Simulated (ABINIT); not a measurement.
The system is TiCo.

```
CELL_PARAMETERS angstrom
2.98611 0.00000 0.00000
0.00000 2.98611 0.00000
0.00000 0.00000 2.98611
ATOMIC_POSITIONS crystal
Co 0.50000 0.50000 0.50000
Ti 0.00000 0.00000 0.00000
```

The cell comes from a database or a generator and needn't be the stable form of this composition.

Base run:

| Quantity | Value |
| --- | --- |
| Program | ABINIT 10.8.3 (patched build) |
| Functional | PBE |
| Potentials or basis | JTH PAW PBE v2.0 |
| Cutoff | 544 eV |
| k mesh | 7 × 7 × 7 |
| Occupations | fermi-dirac, width 0.05 eV |
| Spin | collinear spin, ferromagnetic start |
| Starting moments | [2.0, 1.0] μB |

Its results: band gap on the k mesh none (metal or under the smearing width); net moment 0.83 μB per cell; site moments Co +0.95; Ti -0.06 μB.

Task: The run is repeated on the same cell with these changes: functional from PBE to PBEsol; k mesh from 7 × 7 × 7 to 4 × 4 × 4. What comes out?

Result: Band gap on the k mesh none (metal or under the smearing width); net moment 0.51 μB per cell; site moments Co +0.65; Ti -0.09 μB.

Several settings changed at once, so the effect can't be laid on one alone.

Caveats: some runs use coarse meshes; small starting moments can end in a higher magnetic state in this program.
